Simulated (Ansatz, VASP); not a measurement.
**One calculation of Mg, two programs**

INCAR

```
SYSTEM = Mg
PREC = Accurate ; ENCUT = 520
EDIFF = 1E-6 ; ISMEAR = 0
SIGMA = 0.1 ; LREAL = .FALSE.
LASPH = .TRUE. ; NELM = 100
ALGO = Normal ; ISIF = 2
LWAVE = .FALSE. ; LCHARG = .TRUE.
GGA = CA ; LELF = .TRUE.
LVHAR = .TRUE. ; NBANDS = 9
```

The input KPOINTS:

```
Automatic mesh
0
G
  6 6 4
  0 0 0
```

Contents of POSCAR:

```
Mg
1.0
    3.1800000000      0.0000000000      0.0000000000
   -1.5900000000      2.7539608000      0.0000000000
    0.0000000000      0.0000000000      5.1600000000
Mg
2
Direct
    0.3333333000      0.6666667000      0.2500000000
    0.6666667000      0.3333333000      0.7500000000
```

Input for Ansatz:

```yaml
crystal:
  lattice:
    - [3.18, 0.0, 0.0]
    - [-1.59, 2.7539608, 0.0]
    - [0.0, 0.0, 5.16]
  atoms:
    - { symbol: Mg, position: [0.3333333, 0.6666667, 0.25] }
    - { symbol: Mg, position: [0.6666667, 0.3333333, 0.75] }
basis:
  ecutwfc: 420
kpoints:
  mp_grid: { grid: [6, 6, 4] }
hamiltonian:
  xc: lda
scf:
  occupations: { method: gaussian, width: 0.1 }
output:
  forces: true
  stress: true
  eigenvalues: true
```

The cell was built by a generator and needn't be a form met in nature.

Alike in both runs: task single point; functional LDA; k mesh 6 × 6 × 4; occupations gaussian, width 0.1 eV; no spin polarisation.

|  | VASP | Ansatz |
| --- | --- | --- |
| version | VASP 6.6.1 | Ansatz 0.2.0 |
| potentials or method | VASP PAW LDA potentials, release 64 (Mg) | scalar-relativistic, plane waves, PAW |
| plane-wave cutoff (eV) | 520 | 420 |
| valence electrons in the cell | 4 | 20 |

|  | VASP | Ansatz | Ansatz less VASP |
| --- | --- | --- | --- |
| gap on the k mesh at the Fermi level (eV) | none | none | - |
| pressure (GPa) | -1.9 | -1.6 | +0.32 |

A gap of «none» marks a metal or a gap that the smearing closes. The two sets of potentials don't hold the same shells in valence.

Caveats: the k mesh is coarse (spacing up to 0.38 Å⁻¹), so the values aren't converged.
